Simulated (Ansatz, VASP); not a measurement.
# Two plane-wave programs on CoO

```
Co O
1.0
    -1.50800    1.50800    2.10725
     1.50800   -1.50800    2.10725
     1.50800    1.50800   -2.10725
Co O
1 1
Cartesian
  0.0000 0.0000 0.0000
  0.0000 0.0000 2.1072
```

Alike in both runs: task single point; functional PBEsol; k mesh 8 × 8 × 8; occupations gaussian, width 0.1 eV; collinear spin.

```csv
,VASP,Ansatz
version,VASP 6.6.1,Ansatz 0.2.0
potentials or method,"VASP PAW PBE potentials, release 64 (Co, O)","scalar-relativistic, plane waves, PAW"
plane-wave cutoff (eV),520,420
valence electrons in the cell,15,23
```

Ansatz gave:

* gap on the k mesh at the Fermi level (eV): none
* pressure (GPa): -9.6
* largest component of the traceless stress (GPa): 0.04
* net moment per atom (μB): 1.46
* size of the moment on the site where the two differ most (μB): 2.46

Which values does VASP return?

gap on the k mesh at the Fermi level (eV): none; pressure (GPa): -10.2; largest component of the traceless stress (GPa): 0.06; net moment per atom (μB): 1.44; size of the moment on the site where the two differ most (μB): 2.53.

Site moments also hang on the region over which each program counts them. A gap of «none» marks a metal or a gap that the smearing closes. The two sets of potentials don't hold the same shells in valence.

Caveats: the k mesh is coarse (spacing up to 0.37 Å⁻¹), so the values aren't converged; the PAW data sets were made with another functional, which shifts forces and pressure a little (VASP); a cell with one magnetic atom can't hold antiferromagnetic order, which such compounds often take; semilocal functionals often make such compounds metallic where correlation or magnetic order opens a gap, which also shifts bond lengths.
